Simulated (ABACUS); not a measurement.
Here is an ABACUS 3.10.1 calculation.

The input INPUT:

```
INPUT_PARAMETERS
suffix              InP
calculation         cell-relax
basis_type          pw
pseudo_dir          ./
latname             fcc
symmetry            1
dft_functional      GGA_X_RPW86+GGA_C_PBE
ecutwfc             40
pseudo_rcut         10
nspin               1
nbands              13
ks_solver           dav
smearing_method     fd
smearing_sigma      0.00367493
scf_thr             1e-08
scf_nmax            100
mixing_type         broyden
mixing_beta         0.7
cal_force           1
cal_stress          1
ecutrho             320
relax_nmax          60
force_thr_ev        0.02
relax_method        cg
out_stru            1
stress_thr          0.5
kpar                4
```

STRU

```
ATOMIC_SPECIES
In 114.8180 in_pbe_v1.4.uspp.F.UPF
P 30.9738 p_pbe_v1.5.uspp.F.UPF

LATTICE_CONSTANT
11.0756848164

ATOMIC_POSITIONS
Direct

In
0.0
1
0.0000000000 0.0000000000 0.0000000000 1 1 1

P
0.0
1
0.2500000000 0.2500000000 0.2500000000 1 1 1
```

File KPT:

```
K_POINTS
0
Gamma
6 6 6 0 0 0
```

Potentials or basis: GBRV ultrasoft 1.5 PBE, plane waves.

Launch:

```sh
$ OMP_NUM_THREADS=1 mpirun -np 4 abacus > log
```

**Question.** Estimate the space group after relaxing (to 0.05 Å).

**Answer.** F-43m (No. 216).

**Question.** What does it give for the relaxed cell?

**Answer.** a = 4.261 Å, b = 4.261 Å, c = 4.261 Å, α = 60.00°, β = 60.00°, γ = 60.00°.

The path:
```tsv
step	energy change (eV)	largest force (eV/Å)	pressure (GPa)	volume (Å³)
1	0.0000	0.0000	5.27	50.33
2	-0.0539	0.0000	-1.71	56.85
3	-0.0657	0.0000	0.01	54.70
```

Caveat: the potentials were made for another functional, which shifts forces and pressure. Zero-point motion and thermal expansion aren't in these numbers.
